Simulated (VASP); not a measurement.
Input of a VASP 6.6.1 run:

File INCAR:

```
SYSTEM = BN
ALGO = Fast
EDIFF = 1E-6
ENCUT = 520
GGA = PE
ISIF = 2
ISMEAR = 0
LASPH = .TRUE.
LCHARG = .FALSE.
LREAL = .FALSE.
LWAVE = .FALSE.
NBANDS = 16
NELM = 100
PREC = Accurate
SIGMA = 0.1
```

The input KPOINTS:

```
k-points
0
G
  12 12 4
  0 0 0
```

File POSCAR:

```
BN
1.0
    2.5124282281      0.0000000000      0.0000000000
   -1.2562141141      2.1758266707      0.0000000000
    0.0000000000      0.0000000000      7.7072650000
B N
2 2
Direct
    0.3333333300      0.6666666700      0.2500000000
    0.6666666700      0.3333333300      0.7500000000
    0.3333333300      0.6666666700      0.7500000000
    0.6666666700      0.3333333300      0.2500000000
```

Potentials or basis: VASP PAW PBE potentials, release 64 (B, N).

Command:

```bash
$ cat potpaw_PBE.64/B/POTCAR potpaw_PBE.64/N/POTCAR > POTCAR
$ mpirun -np 1 vasp_std > vasp.out
```

Problem. Predict the band gap on the k mesh.

Solution. 4.48 eV, indirect (least direct gap 4.65 eV).

Problem. What does it give for the pressure?

Solution. 0.1 GPa.

Stress tensor (GPa, compression positive):
```
0.05 0.00 0.00
0.00 0.05 0.00
0.00 0.00 0.24
```

Caveat: this functional lacks dispersion, which binds the layers, so the pressure and a relaxed spacing across them are unreliable. A k mesh can miss the band edges.
